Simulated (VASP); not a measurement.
# AgCl (Fm-3m) in VASP: a series of runs, part 2 of 2

VASP 6.6.1. Earlier steps stand in the parts before.

**3. Relaxation of cell and atoms, LDA**

This run uses another cell than the first one, of 21.33 Å³/atom, 1.111 times its volume.

The input, INCAR:

```
SYSTEM = AgCl
PREC = Accurate
ENCUT = 600
EDIFF = 1E-6
ISMEAR = 0
SIGMA = 0.02
LREAL = .False.
LASPH = .True.
NELM = 100
ALGO = Fast
ISIF = 3
LWAVE = .False.
LCHARG = .False.
IBRION = 2
NSW = 100
EDIFFG = -0.005
```

The input, KPOINTS:

```
Automatic mesh
0
Gamma
  8 8 8
  0 0 0
```

The input, POSCAR:

```
AgCl
1.0
    0.0000000000      2.7731500000      2.7731500000
    2.7731500000      0.0000000000      2.7731500000
    2.7731500000      2.7731500000      0.0000000000
Ag Cl
1 1
Direct
    0.5000000000      0.5000000000      0.5000000000
    0.0000000000      0.0000000000      0.0000000000
```

Potentials or basis: VASP PAW LDA potentials, release 64 (Ag, Cl).

On the command line:

```
> cat potpaw_LDA.64/Ag/POTCAR potpaw_LDA.64/Cl/POTCAR > POTCAR
> mpirun -np 1 vasp_std > vasp.out
```

OUTCAR:

```text
SYSTEM = AgCl
   PREC = Accurate
   ENCUT = 600
   EDIFF = 1E-6
   ISMEAR = 0
   LREAL = .False.
   LASPH = .True.
   NELM = 100
   ISIF = 3
   IBRION = 2
   NSW = 100
   EDIFFG = -0.005

 ion  position               nearest neighbor table
   1  0.500  0.500  0.500-   2 2.77   2 2.77   2 2.77   2 2.77   2 2.77   2 2.77
   2  0.000  0.000  0.000-   1 2.77   1 2.77   1 2.77   1 2.77   1 2.77   1 2.77

  LATTYP: Found a face centered cubic cell.
 ALAT       =     5.5463000000

  Lattice vectors:

 A1 = (   0.0000000000,   2.7731500000,   2.7731500000)
 A2 = (   2.7731500000,   0.0000000000,   2.7731500000)
 A3 = (   2.7731500000,   2.7731500000,   0.0000000000)

Analysis of symmetry for initial positions (statically):
=====================================================================
 Subroutine PRICEL returns:
 Original cell was already a primitive cell.

 Routine SETGRP: Setting up the symmetry group for a
 face centered cubic supercell.

 Subroutine GETGRP returns: Found 48 space group operations
 (whereof 48 operations were pure point group operations)
 out of a pool of 48 trial point group operations.

The static configuration has the point symmetry O_h .

Analysis of symmetry for dynamics (positions and initial velocities):
=====================================================================
 Subroutine PRICEL returns:
 Original cell was already a primitive cell.

 Routine SETGRP: Setting up the symmetry group for a
 face centered cubic supercell.

 Subroutine GETGRP returns: Found 48 space group operations
[... 152 lines left out ...]
  free energy    TOTEN  =        -6.71193640 eV

  energy without entropy =       -6.71193640  energy(sigma->0) =       -6.71193640

 E-fermi :   3.7005     XC(G=0): -10.4397

 val. band max:        3.5776460205   @ k =   0.5000   0.0000   0.0000
 cond. band min:       4.2198011011   @ k =   0.0000   0.0000   0.0000
 fundamental gap:      0.6421550806
 Fermi energy:         3.7004821817

 k-point     1 :       0.0000    0.0000    0.0000
  band No.  band energies     occupation
      1     -11.4689      2.00000
      2       1.0567      2.00000
      3       1.0567      2.00000
      4       1.0567      2.00000
      5       1.0950      2.00000
      6       1.0950      2.00000
      7       1.2740      2.00000
      8       1.2740      2.00000
      9       1.2740      2.00000
     10       4.2198      0.00000
     11      14.3174      0.00000
     12      14.3174      0.00000
     13      14.3174      0.00000
[... 439 lines left out ...]
--------------------------------------- Ionic step        3  -------------------------------------------

 number of electron      18.0000000 magnetization

 Free energy of the ion-electron system (eV)
  ---------------------------------------------------
  ext. energy  EPLUGINS =         0.00000000
  ---------------------------------------------------
  free energy    TOTEN  =        -6.79375577 eV

  energy without entropy =       -6.79375577  energy(sigma->0) =       -6.79375577

 E-fermi :   5.1233     XC(G=0): -10.9728

 val. band max:        4.9962504031   @ k =   0.5000   0.0000   0.0000
 cond. band min:       5.6512919260   @ k =   0.0000   0.0000   0.0000
 fundamental gap:      0.6550415229
 Fermi energy:         5.1232672524

 k-point     1 :       0.0000    0.0000    0.0000
  band No.  band energies     occupation
      1     -10.8034      2.00000
      2       1.9942      2.00000
      3       1.9942      2.00000
      4       1.9942      2.00000
      5       2.0411      2.00000
      6       2.0411      2.00000
      7       2.2468      2.00000
      8       2.2468      2.00000
      9       2.2468      2.00000
     10       5.6513      0.00000
     11      15.7068      0.00000
     12      15.7068      0.00000
     13      15.7068      0.00000
[... 397 lines left out ...]
  FREE ENERGIE OF THE ION-ELECTRON SYSTEM (eV)
  ---------------------------------------------------
  free  energy   TOTEN  =        -6.7937557675 eV

  energy  without entropy=       -6.7937557675  energy(sigma->0) =       -6.79375577

 reached required accuracy - stopping structural energy minimisation
```

OSZICAR:

```text
N       E                     dE             d eps       ncg     rms          rms(c)
DAV:   1     0.982781280948E+02    0.98278E+02   -0.93423E+03   754   0.140E+03
DAV:   2    -0.302594393135E+01   -0.10130E+03   -0.94885E+02   879   0.259E+02
DAV:   3    -0.684679655570E+01   -0.38209E+01   -0.37955E+01   864   0.511E+01
[... 26 lines left out ...]
RMM:   3    -0.679377299746E+01    0.24671E-03   -0.13264E-03   754   0.283E-01    0.111E-01
RMM:   4    -0.679375959031E+01    0.13407E-04   -0.91166E-05   754   0.935E-02    0.419E-02
RMM:   5    -0.679375693989E+01    0.26504E-05   -0.44399E-05   753   0.589E-02    0.144E-02
RMM:   6    -0.679375557237E+01    0.13675E-05   -0.12355E-05   739   0.351E-02    0.231E-03
RMM:   7    -0.679375576754E+01   -0.19517E-06   -0.14985E-06   468   0.111E-02
   3 F= -.67937558E+01 E0= -.67937558E+01  d E =-.818194E-01
```

It took 14 s on 1 thread of Intel Xeon 6975P-C (Granite Rapids), shared host; peak memory 0.17 GiB.

Results:

| Quantity | Value |
| --- | --- |
| Free energy | -6.7938 eV |
| Relaxed volume | 19.21 Å³/atom |
| Relaxed cell | a = 3.788 Å, b = 3.788 Å, c = 3.788 Å, α = 60.00°, β = 60.00°, γ = 60.00° |
| Space group after relaxing (to 0.05 Å) | Fm-3m (No. 225) |
| Energy gained by relaxing | 40.9 meV/atom |
| Ionic steps | 3 |
| Pressure after relaxing | 0.0 GPa |
| Band gap on the k mesh | 0.66 eV, indirect (least direct gap 3.36 eV) |

The path:
| step | energy change (eV) | largest force (eV/Å) | pressure (GPa) | volume (Å³) |
| --- | --- | --- | --- | --- |
| 1 | 0.0000 | 0.0000 | -5.58 | 42.65 |
| 2 | -0.0816 | 0.0000 | 0.36 | 38.23 |
| 3 | -0.0818 | 0.0000 | 0.02 | 38.42 |

Final structure:
```yaml
crystal:
  lattice:
    - [0.00000, 2.67830, 2.67830]
    - [2.67830, 0.00000, 2.67830]
    - [2.67830, 2.67830, 0.00000]
  atoms:
    - { symbol: Ag, position: [0.50000, 0.50000, 0.50000] }
    - { symbol: Cl, position: [0.00000, 0.00000, 0.00000] }
```

Levels at points of the mesh, in eV from the valence-band top:
| k point | band 7 | band 8 | band 9 | band 10 | band 11 | band 12 |
| --- | --- | --- | --- | --- | --- | --- |
| (0.00, 0.00, 0.00) | -2.75 | -2.75 | -2.75 | 0.66 | 10.71 | 10.71 |
| (0.50, 0.00, 0.00) | -2.13 | 0.00 | 0.00 | 3.67 | 6.95 | 7.24 |
| (0.50, 0.50, 0.00) | -2.36 | -2.36 | -2.18 | 1.94 | 7.72 | 8.75 |

A k mesh can miss the band edges. Expect the measured gap to be larger: semilocal functionals such as LDA lack the derivative discontinuity.

**4. Against experiment**

Step 2. A measured gap of AgCl is 3.249 eV (indirect; a printed reference work, data compilation); the calculated 0.65 eV misses it by -2.59 eV. So large a miss can be the level of theory's own, or it may mean another phase, state or a wrong row. Spin-orbit coupling on Ag is left out. The value is that of LDA on a finite k mesh, which can miss the band edges, without temperature or zero-point motion. Semilocal functionals fall short of measured gaps as a rule.
